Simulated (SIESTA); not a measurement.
Runs of SIESTA 5.4.2 on La2O3. It takes space group P-62m (No. 189, hexagonal). Conventional cell: a = 6.267 Å, b = 6.267 Å, c = 3.300 Å, α = 90.00°, β = 90.00°, γ = 120.00°. La (site symmetry -6) is surrounded by 6 O at 2.45 Å. O (site symmetry m2m) has 4 La at 2.45 Å as nearest neighbours. The cell comes from a database or a generator and needn't be the stable form of this composition.

```tsv
task	level	potentials or basis	k mesh	gap on the mesh (eV)	pressure (GPa)	V0 of scaled cells (Å³/atom)	B0 (GPa)	largest force (eV/Å)
equation of state	PBEsol	PseudoDojo 0.4 standard (PBEsol files), DZP (energy shift 0.003 Ry; two zetas on semicore shells)	4 × 4 × 6	-	-	(c)	(a)	-
band structure	PBEsol	PseudoDojo 0.4 standard (PBEsol files), DZP (energy shift 0.003 Ry; two zetas on semicore shells)	5 × 5 × 8	1.23	4.4	-	-	0.03
band structure	LDA	PseudoDojo 0.4 standard (PBE and LDA files), DZP (energy shift 0.003 Ry; two zetas on semicore shells)	5 × 5 × 8	1.10	2.5	-	-	0.04
equation of state	LDA	PseudoDojo 0.4 standard (PBE and LDA files), DZP (energy shift 0.003 Ry; two zetas on semicore shells)	4 × 4 × 6	-	-	(b)	104	-
```

Alike in all rows: no spin polarisation; cell as given; smearing fermi-dirac 0.05 eV; grid cutoff 800 Ry; energy shift 0.003 Ry.

Question: Estimate the missing entries.

Answer: (a) 98; (b) 22.96; (c) 23.39.

Caveats: the basis of atomic orbitals isn't converged, which shifts pressures, moduli and gaps; the cell was scaled at fixed shape and fractional positions, which overstates the stiffness of a crystal with free parameters, most of all of layers and chains (some runs); spin-orbit coupling is left out, which moves the levels of the heavy elements (some runs); the potentials were made for another functional, which shifts forces and pressure (some runs).

A k mesh can miss the band edges, and the runs leave out spin-orbit coupling on La.

Not every run made on this cell is shown here.
